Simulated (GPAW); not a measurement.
# NiO (Fm-3m) in GPAW: a series of runs

Aim: see how the results for NiO move with the level of theory and the settings. Levels: PBE+U, PBE, mBEEF, LDA+U, optPBE-vdW. Tasks: band structure, equation of state.

Everything below comes from runs of GPAW 26.7.0. Logs are shortened: lines on timing, memory, paths and dates and some standing lists are left out, and cuts for length are marked. The log counts tension as positive stress, the text compression.

**Experimental background.**

From “Local correlations, non-local screening, multiplets, and band formation in NiO”, 2012, arxiv:1210.6675, for a bulk crystal of NiO: band gap 4.3 eV.

How close the calculation comes is told below.

## Step 1: Starting point

The structure is cubic, space group Fm-3m (No. 225). The conventional cell has a = 4.172 Å, b = 4.172 Å, c = 4.172 Å, α = 90.00°, β = 90.00°, γ = 90.00°. Ni (site symmetry m-3m) has 6 O at 2.09 Å as nearest neighbours. Around O (site symmetry m-3m) lie 6 Ni at 2.09 Å.

## Step 2: Band structure, PBE+U, collinear spin, ferromagnetic start

run.py

```python
import spglib
from ase import Atoms
from ase.dft.bandgap import bandgap
from ase.io import read, write
from ase.units import GPa
from gpaw import GPAW, PW

atoms = read('NiO.cif')
cell, positions, numbers = spglib.find_primitive(
    (atoms.cell[:], atoms.get_scaled_positions(), atoms.numbers), symprec=1e-4)
atoms = Atoms(numbers, cell=cell, scaled_positions=positions, pbc=True)
atoms.set_initial_magnetic_moments([1.0, 0.0])

calc = GPAW(mode=PW(800),
            xc='PBE',
            kpts={'size': (8, 8, 8), 'gamma': True},
            occupations={'name': 'fermi-dirac', 'width': 0.05},
            setups={'Ni': ':d,6.2'},
            nbands=22,
            convergence={'density': 1e-05, 'energy': 1e-05},
            maxiter=150,
            txt='gpaw.txt')
atoms.calc = calc
energy = atoms.get_potential_energy()
forces = atoms.get_forces()
stress = atoms.get_stress()
calc.write('gs.gpw')
write('result.traj', atoms)
print(f'Energy: {energy:.6f} eV')
print('Forces (eV/A):')
print(forces.round(4))
print('Stress (GPa):', (stress / GPa).round(3))
print('Moments:', calc.get_magnetic_moments().round(3))
print('Fermi level:', round(calc.get_fermi_level(), 4), 'eV')
print(f'Gap: {bandgap(calc)[0]:.4f} eV, direct: {bandgap(calc, direct=True)[0]:.4f} eV')

path = atoms.cell.bandpath('GXWKGLUWLK,UX', npoints=80, eps=1e-4)
bs_calc = calc.fixed_density(kpts=path, symmetry='off', nbands=31,
                             convergence={'bands': 'CBM+6.0', 'eigenstates': 1e-6}, txt='bands.txt')
bs = bs_calc.band_structure()
bs.write('bs.json')
print(f'Gap on the path: {bandgap(bs_calc)[0]:.4f} eV')
```

NiO.cif

```cif
data_NiO
_cell_length_a 4.17180328
_cell_length_b 4.17180328
_cell_length_c 4.17180328
_cell_angle_alpha 90.00000000
_cell_angle_beta 90.00000000
_cell_angle_gamma 90.00000000
_space_group_name_H-M_alt 'Fm-3m'
_space_group_name_Hall '-F 4 2 3'
_space_group_IT_number 225
loop_
_space_group_symop_operation_xyz
'x,y,z'
'-x,-y,-z'
'-y,x,z'
'y,-x,-z'
'-x,-y,z'
'x,y,-z'
'y,-x,z'
'-y,x,-z'
'x,-y,-z'
'-x,y,z'
'-y,-x,-z'
'y,x,z'
'-x,y,-z'
'x,-y,z'
'y,x,-z'
'-y,-x,z'
'z,x,y'
'-z,-x,-y'
'z,-y,x'
'-z,y,-x'
'z,-x,-y'
'-z,x,y'
'z,y,-x'
'-z,-y,x'
'-z,x,-y'
'z,-x,y'
'-z,-y,-x'
'z,y,x'
'-z,-x,y'
'z,x,-y'
'-z,y,x'
'z,-y,-x'
'y,z,x'
'-y,-z,-x'
'x,z,-y'
'-x,-z,y'
'-y,z,-x'
'y,-z,x'
'-x,z,y'
'x,-z,-y'
'-y,-z,x'
'y,z,-x'
'-x,-z,-y'
'x,z,y'
'y,-z,-x'
'-y,z,x'
'x,-z,y'
'-x,z,-y'
'x,y+1/2,z+1/2'
'-x,-y+1/2,-z+1/2'
'-y,x+1/2,z+1/2'
'y,-x+1/2,-z+1/2'
[... 63 lines left out ...]
'-z+1/2,y,-x+1/2'
'z+1/2,-x,-y+1/2'
'-z+1/2,x,y+1/2'
'z+1/2,y,-x+1/2'
'-z+1/2,-y,x+1/2'
'-z+1/2,x,-y+1/2'
'z+1/2,-x,y+1/2'
'-z+1/2,-y,-x+1/2'
'z+1/2,y,x+1/2'
'-z+1/2,-x,y+1/2'
'z+1/2,x,-y+1/2'
'-z+1/2,y,x+1/2'
'z+1/2,-y,-x+1/2'
'y+1/2,z,x+1/2'
'-y+1/2,-z,-x+1/2'
'x+1/2,z,-y+1/2'
'-x+1/2,-z,y+1/2'
'-y+1/2,z,-x+1/2'
'y+1/2,-z,x+1/2'
'-x+1/2,z,y+1/2'
'x+1/2,-z,-y+1/2'
'-y+1/2,-z,x+1/2'
'y+1/2,z,-x+1/2'
'-x+1/2,-z,-y+1/2'
'x+1/2,z,y+1/2'
'y+1/2,-z,-x+1/2'
'-y+1/2,z,x+1/2'
'x+1/2,-z,y+1/2'
'-x+1/2,z,-y+1/2'
'x+1/2,y+1/2,z'
'-x+1/2,-y+1/2,-z'
'-y+1/2,x+1/2,z'
'y+1/2,-x+1/2,-z'
'-x+1/2,-y+1/2,z'
'x+1/2,y+1/2,-z'
'y+1/2,-x+1/2,z'
'-y+1/2,x+1/2,-z'
'x+1/2,-y+1/2,-z'
'-x+1/2,y+1/2,z'
'-y+1/2,-x+1/2,-z'
'y+1/2,x+1/2,z'
'-x+1/2,y+1/2,-z'
'x+1/2,-y+1/2,z'
'y+1/2,x+1/2,-z'
'-y+1/2,-x+1/2,z'
'z+1/2,x+1/2,y'
'-z+1/2,-x+1/2,-y'
'z+1/2,-y+1/2,x'
'-z+1/2,y+1/2,-x'
'z+1/2,-x+1/2,-y'
'-z+1/2,x+1/2,y'
'z+1/2,y+1/2,-x'
'-z+1/2,-y+1/2,x'
'-z+1/2,x+1/2,-y'
'z+1/2,-x+1/2,y'
'-z+1/2,-y+1/2,-x'
'z+1/2,y+1/2,x'
'-z+1/2,-x+1/2,y'
'z+1/2,x+1/2,-y'
'-z+1/2,y+1/2,x'
'z+1/2,-y+1/2,-x'
'y+1/2,z+1/2,x'
'-y+1/2,-z+1/2,-x'
'x+1/2,z+1/2,-y'
'-x+1/2,-z+1/2,y'
'-y+1/2,z+1/2,-x'
'y+1/2,-z+1/2,x'
'-x+1/2,z+1/2,y'
'x+1/2,-z+1/2,-y'
'-y+1/2,-z+1/2,x'
'y+1/2,z+1/2,-x'
'-x+1/2,-z+1/2,-y'
'x+1/2,z+1/2,y'
'y+1/2,-z+1/2,-x'
'-y+1/2,z+1/2,x'
'x+1/2,-z+1/2,y'
'-x+1/2,z+1/2,-y'
loop_
_atom_site_label
_atom_site_type_symbol
_atom_site_symmetry_multiplicity
_atom_site_Wyckoff_symbol
_atom_site_fract_x
_atom_site_fract_y
_atom_site_fract_z
_atom_site_occupancy
Ni1 Ni 4 a 0.0000000000 0.0000000000 0.0000000000 1
O1 O 4 b 0.5000000000 0.0000000000 0.0000000000 1
```

Potentials or basis: GPAW PAW data sets (gpaw-data 1.2.1), pw.

Launch:

```bash
$ OMP_NUM_THREADS=1 python run.py
```

gpaw.txt:

```text
__  _  _
 | _ |_)|_||  |
 |__||  | ||/\| - 26.7.0

Input parameters:
  mode=PW(ecut=800.0),
  convergence={'density': 1e-05, 'energy': 1e-05},
  kpts=MonkhorstPack(size=(8, 8, 8), gamma=True),
  maxiter=150,
  nbands=22,
  occupations=Occupations(name='fermi-dirac', width=0.05),
  setups={'Ni': ':d,6.2'},
  xc=XC(name='PBE')

Diagonalizing LCAO Hamiltonian
Converting LCAO to pw mode

              O

       Ni

Atoms  # Å, Bohr magnetons
|   | symbol |        x |        y |        z |    initial magnetic moments |
|---|--------|----------|----------|----------|-----------------------------|
| 0 |     Ni | 0.000000 | 0.000000 | 0.000000 | ( 0.0000,  0.0000,  1.0000) |
| 1 |      O | 2.085902 | 2.085902 | 2.085902 | ( 0.0000,  0.0000,  0.0000) |

Unit cell  # Å
| periodic |        x |        y |        z |  lengths |    angles |
|----------|----------|----------|----------|----------|-----------|
|      yes | 0.000000 | 2.085902 | 2.085902 | 2.949910 | 60.000000 |
|      yes | 2.085902 | 0.000000 | 2.085902 | 2.949910 | 60.000000 |
|      yes | 2.085902 | 2.085902 | 0.000000 | 2.949910 | 60.000000 |

Number of symmetries: 48
Symmetry operations  # r_c * U_cc + t_c -> r_c
|    | kind |            matrix            |
|----|------|------------------------------|
|  0 |  σ   |  1, 0, 0,  1, 0,-1,  1,-1, 0 |
|  1 |  C2  |  1, 0, 0,  1,-1, 0,  1, 0,-1 |
|  2 |  E   |  1, 0, 0,  0, 1, 0,  0, 0, 1 |
|  3 |  σ   |  1, 0, 0,  0, 0, 1,  0, 1, 0 |
|  4 |  C4  |  1, 0,-1,  1, 0, 0,  1,-1, 0 |
|  5 |  S6  |  1, 0,-1,  1,-1, 0,  1, 0, 0 |
|  6 |  σ   |  1, 0,-1,  0, 1,-1,  0, 0,-1 |
|  7 |  C3  |  1, 0,-1,  0, 0,-1,  0, 1,-1 |
|  8 |  S6  |  1,-1, 0,  1, 0, 0,  1, 0,-1 |
|  9 |  C4  |  1,-1, 0,  1, 0,-1,  1, 0, 0 |
| 10 |  C3  |  1,-1, 0,  0,-1, 1,  0,-1, 0 |
| 11 |  σ   |  1,-1, 0,  0,-1, 0,  0,-1, 1 |
| 12 |  σ   |  0, 1, 0,  1, 0, 0,  0, 0, 1 |
| 13 |  C4  |  0, 1, 0,  0, 1,-1, -1, 1, 0 |
| 14 |  C3  |  0, 1, 0,  0, 0, 1,  1, 0, 0 |
| 15 |  S6  |  0, 1, 0, -1, 1, 0,  0, 1,-1 |
| 16 |  C2  |  0, 1,-1,  1, 0,-1,  0, 0,-1 |
| 17 |  σ   |  0, 1,-1,  0, 1, 0, -1, 1, 0 |
| 18 |  S4  |  0, 1,-1,  0, 0,-1,  1, 0,-1 |
| 19 |  C4  |  0, 1,-1, -1, 1, 0,  0, 1, 0 |
| 20 |  C3  |  0, 0, 1,  1, 0, 0,  0, 1, 0 |
| 21 |  σ   |  0, 0, 1,  0, 1, 0,  1, 0, 0 |
| 22 |  S6  |  0, 0, 1,  0,-1, 1, -1, 0, 1 |
| 23 |  C4  |  0, 0, 1, -1, 0, 1,  0,-1, 1 |
| 24 |  S4  |  0, 0,-1,  1, 0,-1,  0, 1,-1 |
| 25 |  C3  |  0, 0,-1,  0, 1,-1,  1, 0,-1 |
| 26 |  C2  |  0, 0,-1,  0,-1, 0, -1, 0, 0 |
| 27 |  S6  |  0, 0,-1, -1, 0, 0,  0,-1, 0 |
| 28 |  S4  |  0,-1, 1,  1,-1, 0,  0,-1, 0 |
| 29 |  C4  |  0,-1, 1,  0, 0, 1, -1, 0, 1 |
| 30 |  C2  |  0,-1, 1,  0,-1, 0,  1,-1, 0 |
| 31 |  σ   |  0,-1, 1, -1, 0, 1,  0, 0, 1 |
| 32 |  C3  |  0,-1, 0,  1,-1, 0,  0,-1, 1 |
| 33 |  S6  |  0,-1, 0,  0, 0,-1, -1, 0, 0 |
| 34 |  S4  |  0,-1, 0,  0,-1, 1,  1,-1, 0 |
| 35 |  C2  |  0,-1, 0, -1, 0, 0,  0, 0,-1 |
| 36 |  C2  | -1, 1, 0,  0, 1, 0,  0, 1,-1 |
| 37 |  S6  | -1, 1, 0,  0, 1,-1,  0, 1, 0 |
| 38 |  S4  | -1, 1, 0, -1, 0, 1, -1, 0, 0 |
| 39 |  C3  | -1, 1, 0, -1, 0, 0, -1, 0, 1 |
| 40 |  S6  | -1, 0, 1,  0, 0, 1,  0,-1, 1 |
| 41 |  C2  | -1, 0, 1,  0,-1, 1,  0, 0, 1 |
| 42 |  C3  | -1, 0, 1, -1, 1, 0, -1, 0, 0 |
| 43 |  S4  | -1, 0, 1, -1, 0, 0, -1, 1, 0 |
| 44 |  C2  | -1, 0, 0,  0, 0,-1,  0,-1, 0 |
| 45 |  i   | -1, 0, 0,  0,-1, 0,  0, 0,-1 |
| 46 |  σ   | -1, 0, 0, -1, 1, 0, -1, 0, 1 |
| 47 |  C2  | -1, 0, 0, -1, 0, 1, -1, 1, 0 |

BZ-sampling:
  Number of BZ points: 512
  Number of IBZ points: 29

  Monkhorst-Pack size: [8, 8, 8]
  Monkhorst-Pack shift: [0.0625, 0.0625, 0.0625]

K-points  # in reciprocal-cell coordinates
|     |                                coordinates |     weight |
|-----|--------------------------------------------|------------|
|   0 | (  0.00000000,   0.00000000,   0.00000000) | 0.00195312 |
|   1 | (  0.12500000,   0.12500000,   0.00000000) | 0.01171875 |
|   2 | (  0.12500000,   0.12500000,   0.12500000) | 0.01562500 |
|   3 | (  0.25000000,   0.12500000,   0.12500000) | 0.02343750 |
|   4 | (  0.25000000,   0.25000000,   0.00000000) | 0.01171875 |
|   5 | (  0.25000000,   0.25000000,   0.12500000) | 0.04687500 |
|   6 | (  0.25000000,   0.25000000,   0.25000000) | 0.01562500 |
|   7 | (  0.37500000,   0.25000000,  -0.37500000) | 0.04687500 |
|   8 | (  0.37500000,   0.25000000,   0.12500000) | 0.04687500 |
|   9 | (  0.37500000,   0.25000000,   0.25000000) | 0.04687500 |
| ... |                                            |            |
|  28 | (  0.50000000,   0.50000000,   0.50000000) | 0.00781250 |

Plane wave coefficients: 950
Cutoff: 800.0 eV

Spin-components: 2 (collinear spins)
Bands:           22
Projectors:      11
Spin-degeneracy: 1
Datatype:        complex128

Parallelization:
  kpt:    1
  domain: 1
  band:   1

Density:
  Valence electrons: 22.0
  Components: 2
  Grid points: [20 20 20]
  Charge: 0.0  # |e|

Potential:
  Grid points: [20 20 20]

species:
  Ni:
    name:    Nickel
    Z:       28.0
    valence: 16
    core:    12
    charge:  0.0  # [|e|]
    Hubbard: {U: 6.2,  # eV
              l: 2,
              scale: True}
    compensation charges:
      type: gauss
      rc: 0.36  # [Å]
      lmax: 2
    cutoffs:
      filter: 2.14  # [Å]
      core: 1.98  # [Å]
    projectors
    | kind |    occ | energy [eV] | rcut [Å] |
    |------|--------|-------------|----------|
    |   4s |  2.000 |      -5.642 |    1.164 |
    |   3p |  6.000 |     -71.394 |    1.207 |
    |   4p |  0.000 |      -1.226 |    1.207 |
    |   3d |  8.000 |      -8.875 |    1.138 |
    |    s |        |      21.570 |    1.164 |
    |    d |        |      18.337 |    1.138 |

    Using partial waves for Ni as LCAO basis

  O:
    name:    Oxygen
    Z:       8.0
    valence: 6
    core:    2
    charge:  0.0  # [|e|]
    compensation charges:
      type: gauss
      rc: 0.21  # [Å]
      lmax: 2
    cutoffs:
      filter: 1.17  # [Å]
      core: 0.83  # [Å]
    projectors
    | kind |    occ | energy [eV] | rcut [Å] |
    |------|--------|-------------|----------|
    |   2s |  2.000 |     -23.961 |    0.688 |
    |   2p |  4.000 |      -9.029 |    0.598 |
    |    s |        |       3.251 |    0.688 |
    |    p |        |      18.182 |    0.598 |
    |    d |        |       0.000 |    0.619 |

    Using partial waves for O as LCAO basis

Reference energy: -43408.850748  # eV

eigensolver:
  PPCG
  Converge bands: occupied
  niter=2

density mixing:
  MSR1-Mixer
  Pratt-step length: 0.05
  Maximum mixing coefficient: 0.75
  Old densities: 10
  SVD Regularization: 0.005
  Good broyden scale: 1.0
  Trust region scale: 1.0
  Backstep threshold: 4.0
  History deletion threshold: 6.0
  Fourier metric: weight=20.0, sigma=0.015

occupation numbers:
  Fermi-Dirac:
    width: 0.0500  # eV

poisson solver:
  ecut: 6400.0  # eV

xc functional:
  name: PBE with 2 nearest neighbor stencil

convergence criteria:
- Maximum integral of absolute [dens]ity change: 1e-05 electrons / valence electron
- Maximum [total energy] change in last 3 cyles: 1e-05 eV / valence electron
- Maximum integral of absolute [eigenst]ate change: 4e-08 eV^2 / valence electron
maximum number of iterations: 150

SCF iterations
|iter     | |      energy | eigst |  dens |  magmom |
|---------|-|-------------|-------|-------|---------|
|iter:   1| |  -10.053493 | +0.05 |       |  +1.0004|
|iter:   2| |  -10.035971 | -2.51 | -1.08 |  +1.0134|
|iter:   3| |  -11.785774 | -1.83 | -1.09 |  +1.4582|
|iter:   4| |  -12.406677 | -2.80 | -1.33 |  +1.7602|
|iter:   5| |  -12.635781 | -2.85 | -1.54 |  +1.9458|
|iter:   6| |  -12.685374 | -3.63 | -1.95 |  +2.0307|
|iter:   7| |  -12.686123 | -4.98 | -2.48 |  +1.9890|
|iter:   8| |  -12.686451 | -5.13 | -2.72 |  +1.9955|
|iter:   9| |  -12.686466 | -6.55 | -3.43 |  +1.9989|
|iter:  10| |  -12.686467c| -7.33 | -3.88 |  +2.0001|
|iter:  11| |  -12.686467c| -8.45c| -4.36 |  +2.0000|
|iter:  12| |  -12.686467c| -7.74c| -4.93 |  +2.0000|
|iter:  13| |  -12.686467c| -9.07c| -5.70c|  +2.0000|

Converged in 13 steps
Energy contributions relative to reference atoms: (reference = -43408.850748)

Energy contributions:
  Kinetic:          38.420855
  Coulomb:         -32.112246
  Zero:              0.214453
  External:          0.000000
  Xc:              -19.209529
  Entropy:          -0.000000
  Spinorbit:         0.000000
  ----------------------------
  Free energy:     -12.686467
  Extrapolated:    -12.686467

dipole moment: (-8.400515, -8.400515, -8.400515)  # |e|*Ang

Total magnetic moment: (0.000000, 0.000000, 2.000000)

Local magnetic moments
|        x |        y |        z |
|----------|----------|----------|
| 0.000000 | 0.000000 | 1.812054 |  # Ni   0
| 0.000000 | 0.000000 | 0.132481 |  # O    1

Fermi level: 8.326
Eigenvalues  # (at kpt = [0.000, 0.000, 0.000])
| band index |      eig [eV] | occ [0-1] |      eig [eV] | occ [0-1] |
|------------|---------------|-----------|---------------|-----------|
|          0 |       -56.876 |     1.000 |       -54.643 |     1.000 |
|        ... |               |           |               |           |
|          3 |       -11.884 |     1.000 |       -11.598 |     1.000 |
|          4 |         1.217 |     1.000 |         3.321 |     1.000 |
|          5 |         1.217 |     1.000 |         3.321 |     1.000 |
|          6 |         2.265 |     1.000 |         3.321 |     1.000 |
|          7 |         2.265 |     1.000 |         5.914 |     1.000 |
|          8 |         2.265 |     1.000 |         5.914 |     1.000 |
[... 8 lines left out ...]
|         17 |        30.023 |     0.000 |        30.643 |     0.000 |
|         18 |        30.023 |     0.000 |        30.643 |     0.000 |
|        ... |               |           |               |           |
|         21 |        32.400 |     0.000 |        35.487 |     0.000 |

Gap: 2.384 eV
Transition (v -> c):
  (s=0, k=28, n=11, [0.50, 0.50, 0.50]) -> (s=0, k=0, n=12, [0.00, 0.00, 0.00])
Direct/indirect transitions are different
Direct gap: 3.790 eV
Transition at: (s=1->0, k=0, n=9, [0.00, 0.00, 0.00])

Forces  # eV/Ang
|        x |       y |        z |
|----------|---------|----------|
| -0.00000 | 0.00000 | -0.00000 |  # Ni   0
|  0.00000 | 0.00000 |  0.00000 |  # O    1

Stress tensor  # eV/Ang^3
|         x |         y |         z |
|-----------|-----------|-----------|
| -0.093944 | -0.000000 |  0.000000 |
| -0.000000 | -0.093944 |  0.000000 |
|  0.000000 |  0.000000 | -0.093944 |

# Writing to gs.gpw (mode='')
```

Run time: 45 s. Hardware: 1 thread of Intel Xeon Platinum 8488C (Sapphire Rapids), shared host; peak memory 0.28 GiB.

Results:

```
Free energy             : -12.6865 eV
Pressure                : 15.1 GPa
Band gap on the k mesh  : 2.38 eV, indirect (least direct gap 3.79 eV)
Band gap along the path : 2.38 eV, indirect (least direct gap 3.66 eV)
Net moment              : 2.00 μB per cell
Site moments            : Ni +1.81; O +0.13 μB
```

Levels at the corners of the path, in eV from the valence-band top:
Spin up:
```
point  band 10  band 11  band 12  band 13
    Γ    -1.73    -1.73    -1.73     2.38
    X    -4.18    -3.13    -3.13     6.74
    W    -3.33    -3.33    -2.12     9.22
    K    -3.47    -3.12    -1.64     8.45
    Γ    -1.73    -1.73    -1.73     2.38
    L    -3.18     0.00     0.00     6.32
    U    -3.47    -3.12    -1.64     8.45
    W    -3.33    -3.33    -2.12     9.22
    L    -3.18     0.00     0.00     6.32
    K    -3.47    -3.12    -1.64     8.45
    U    -3.47    -3.12    -1.64     8.45
    X    -4.18    -3.13    -3.13     6.74
```
Spin down:
```csv
point,band 6,band 7,band 8,band 9,band 10,band 11,band 12,band 13
Γ,-4.00,-4.00,-1.41,-1.41,-1.41,2.72,2.98,2.98
X,-4.78,-3.03,-3.03,-2.83,-2.83,3.52,4.00,7.37
W,-5.50,-3.83,-3.03,-2.56,-2.56,3.90,4.36,9.96
K,-5.60,-3.15,-3.01,-2.88,-2.52,4.07,4.43,8.99
Γ,-4.00,-4.00,-1.41,-1.41,-1.41,2.72,2.98,2.98
L,-4.14,-4.14,-2.22,-2.11,-2.11,5.44,5.44,6.48
U,-5.60,-3.15,-3.01,-2.88,-2.52,4.07,4.43,8.99
W,-5.50,-3.83,-3.03,-2.56,-2.56,3.90,4.36,9.96
L,-4.14,-4.14,-2.22,-2.11,-2.11,5.44,5.44,6.48
K,-5.60,-3.15,-3.01,-2.88,-2.52,4.07,4.43,8.99
U,-5.60,-3.15,-3.01,-2.88,-2.52,4.07,4.43,8.99
X,-4.78,-3.03,-3.03,-2.83,-2.83,3.52,4.00,7.37
```

Caveat: the stock nickel data set gives pressures a few GPa off other programs; a cell with one magnetic atom can't hold antiferromagnetic order, which such compounds often take.

## Step 3: Equation of state, PBE, collinear spin, ferromagnetic start

run.py

```python
from ase.eos import EquationOfState
from ase.io import Trajectory, read
from ase.units import GPa
from gpaw import GPAW

atoms = read('NiO.xyz')
atoms.set_initial_magnetic_moments([1.0, 0.0])

traj = Trajectory('eos.traj', 'w')
volumes, energies = [], []
for x in [0.94, 0.96, 0.98, 1.0, 1.02, 1.04, 1.06]:
    a = atoms.copy()
    a.set_cell(atoms.cell * x**(1 / 3), scale_atoms=True)
    calc = GPAW(mode='lcao',
                h=0.18,
                basis='sz(dzp)',
                xc='PBE',
                kpts={'size': (8, 8, 8), 'gamma': True},
                occupations={'name': 'fermi-dirac', 'width': 0.05},
                convergence={'density': 1e-05, 'energy': 1e-05},
                maxiter=150,
                txt=f'eos-{x:.2f}.txt')
    a.calc = calc
    energies.append(a.get_potential_energy(force_consistent=True))
    volumes.append(a.get_volume())
    calc.write(f'eos-{x:.2f}.gpw')
    traj.write(a)
    print(f'{x:.2f} {volumes[-1]:10.4f} A^3 {energies[-1]:14.6f} eV', flush=True)

v0, e0, B = EquationOfState(volumes, energies, eos='birchmurnaghan').fit()
print(f'V0 = {v0:.4f} A^3, E0 = {e0:.6f} eV, B0 = {B / GPa:.2f} GPa')
```

NiO.xyz

```xyz
2
Lattice="0.0000000000 2.0859016414 2.0859016414 2.0859016414 0.0000000000 2.0859016414 2.0859016414 2.0859016414 0.0000000000" Properties=species:S:1:pos:R:3 pbc="T T T"
Ni     0.0000000000      0.0000000000      0.0000000000
O      2.0859016414      2.0859016414      2.0859016414
```

Potentials or basis: GPAW PAW data sets (gpaw-data 1.2.1), lcao:sz(dzp).

Launch:

```bash
$ OMP_NUM_THREADS=1 python run.py
```

Run time: 18 min. Hardware: 1 thread of Intel Xeon Platinum 8488C (Sapphire Rapids), shared host; peak memory 0.25 GiB.

These settings aren't checked as converged: the numbers below hold their error.

What came out:

* Equilibrium volume: 8.84 Å³/atom (rough: see the caveat)
* Bulk modulus: 1614 GPa (rough)

Caveat: the energies scatter about the fit; the fit is doubtful: noisy points or a state that changes with volume; the real-space grid adds noise to forces; the basis of atomic orbitals isn't converged, which shifts pressures, moduli and gaps.

(Continued in part 2 of 3.)
